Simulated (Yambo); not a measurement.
# BeTe in Yambo: convergence with bands in self energy

BeTe:

```xyz
2
Lattice="0.0000 2.7700 2.7700 2.7700 0.0000 2.7700 2.7700 2.7700 0.0000" Properties=species:S:1:pos:R:3 pbc="T T T"
Te    4.1550    4.1550    4.1550
Be    0.0000    0.0000    0.0000
```

* Program: Yambo 5.3.0
* Task: G0W0 quasiparticle levels
* Functional: LDA
* Potentials or basis: PseudoDojo 0.4.1 SR LDA standard
* Cutoff: 1197 eV
* Density cutoff: 4789 eV
* k mesh: 6 × 6 × 6
* Occupations: fixed
* Spin: no spin polarisation
* k mesh of the self-consistent run: 8 × 8 × 8
* Form of the LDA: PW92
* Random integration of the Coulomb term: yes
* Direction of the field or of q to 0: x + y + z
* Broadening: 0.1 eV
* States corrected: Γ and the k points of the band edges
* Frequency dependence of W: plasmon pole
* Terminator of the band sum in the self-energy: none
* Quasiparticle equation: linearised (Newton)
* Imaginary frequency of the plasmon-pole fit: 27.2114 eV
* Bands in the response: 160
* Bands in the self-energy: 30
* Cutoff of the response matrix: 6 Ry
* Cutoff of exchange and Vxc: 88 Ry
* Bands corrected (first, last): [10, 11]

These are the settings of the first run; the series varies bands in self energy, with any setting tied to it.

Task: The values tried are 30, 50, 160, loosest first. From which on does the quasiparticle gap at the points computed stay within 0.05 eV of the tightest run that finished?

Result: From 50 on.

```
bands in self energy  quasiparticle gap at the points computed (eV)
                  30                                          2.999
                  50                                          3.098
                 160                                          3.145
```

The tightest run that finished is the yardstick and may itself not be fully converged.

Caveat, for the tightest run too: the potentials hold a filled d shell without the s and p states of that shell, which can shift GW gaps by tenths of an eV, either way; this version prints the column dSc/dw multiplied by 27.2; spin-orbit coupling is left out, which moves the levels of the heavy elements.
